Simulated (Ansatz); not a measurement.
**CsBr: properties at the relaxed cell**

The task here is to estimate one member of a computed series from the others.

The COD entry's cell or inner coordinates are ideal or old and differ from later refinements, so a difference from it is no clean test against experiment.

Computed with Ansatz 0.2.0 (DFT PBE, scalar-relativistic, plane waves, PAW, unless a step's input says otherwise).

1 further run of the same task is left out (set aside as unsound or not needed).

**The system as given**

It takes space group Pm-3m (No. 221, cubic). Conventional cell: a = 4.389 Å, b = 4.389 Å, c = 4.389 Å, α = 90.00°, β = 90.00°, γ = 90.00°. Cs (site symmetry m-3m) has 8 Br at 3.80 Å as nearest neighbours. Around Br (site symmetry m-3m) lie 8 Cs at 3.80 Å.

Coordinates:

```cif
data_structure
_symmetry_space_group_name_H-M 'Pm-3m'
_symmetry_Int_Tables_number 221
_cell_length_a 4.3893
_cell_length_b 4.3893
_cell_length_c 4.3893
_cell_angle_alpha 90.000
_cell_angle_beta 90.000
_cell_angle_gamma 90.000
_cell_volume 84.56
loop_
_atom_site_label
_atom_site_type_symbol
_atom_site_symmetry_multiplicity
_atom_site_Wyckoff_symbol
_atom_site_fract_x
_atom_site_fract_y
_atom_site_fract_z
_atom_site_occupancy
Cs1 Cs 1 a 0.00000 0.00000 0.00000 1
Br1 Br 1 b 0.50000 0.50000 0.50000 1
```

It is the result of an earlier relaxation at this level (volume 42.28 Å³/atom; gap on the mesh: 4.25 eV).

Set-up of the first run:

input.yaml reads:

```yaml
crystal:
  lattice:
    - [4.3893102659, 0.0, 0.0]
    - [0.0, 4.3893102659, 0.0]
    - [0.0, 0.0, 4.3893102659]
  atoms:
    - { symbol: Cs, position: [0.0, 0.0, 0.0] }
    - { symbol: Br, position: [0.5, 0.5, 0.5] }
basis:
  ecutwfc: 420
kpoints:
  mp_grid: { grid: [6, 6, 6] }
  band_path:
    path:
      - [[0.0, 0.0, 0.0], [0.0, 0.5, 0.0], [0.5, 0.5, 0.0], [0.0, 0.0, 0.0], [0.5, 0.5, 0.5], [0.0, 0.5, 0.0]]
      - [[0.5, 0.5, 0.5], [0.5, 0.5, 0.0]]
    npoints: 14
hamiltonian:
  xc: pbe
scf:
  occupations: { method: gaussian, width: 0.02 }
  n_extra_bands: 6
output:
  forces: true
  stress: true
  eigenvalues: true
  populations: true
  dos: { projected: true, de: 0.02, nscf_kmesh: { grid: [9, 9, 9] } }
  bader: true
  write_density: true
  write_potential: true
  elf: true
  volumetric_format: npy
```

Run with:

```console
$ ansatz run input.yaml --threads 1 --pin off --max-ram 2560MiB --backend cpu --events-out ev --progress --plain --runs-dir out
```

Among the steps run: Bands, states and charges; Band edges anywhere in the zone; Eigenvalues a small step from each edge; The cell as listed, for comparison; Point at V/V0 = 0.97; The cell scaled to 1.03 of its volume; Volume × 0.94; Volume × 1.06; Volume × 0.91; Volume × 1.10; Point at V/V0 = 0.88.

One table of the session follows, with a row left open; its other results are not shown here.

It belongs to the step «Energy against volume». 

| volume (Å³/atom) | energy above the lowest point (meV/atom) | pressure (GPa) | gap on the mesh (eV) |
| --- | --- | --- | --- |
| 37.208 | 30.3 | 2.17 | 4.75 |
| 38.477 | 15.9 | 1.47 | 4.62 |
| 39.745 | 6.7 | 0.89 | 4.49 |
| 41.014 | 1.6 | 0.41 | 4.37 |
| 42.282 | 0.0 | 0.00 | 4.25 |
| 43.551 | ? | ? | ? |
| 44.819 | 5.1 | -0.61 | 4.05 |
| 46.511 | 13.2 | -0.91 | 3.93 |

Estimate the missing values for volume (Å³/atom) = 43.551.

Worked estimate for «energy above the lowest point (meV/atom)». A straight line through the neighbours (42.282, 0.0) and (44.819, 5.1) gives 0.0 + (5.1 − 0.0) × (43.551 − 42.282) / (44.819 − 42.282) = 2.6; a parabola fitted to 4 rows on both sides gives 1.4.

The run gave: energy above the lowest point (meV/atom): 1.3; pressure (GPa): -0.33; gap on the mesh (eV): 4.15. In «energy above the lowest point (meV/atom)» the line misses by +1.3 and the parabola by +0.1.
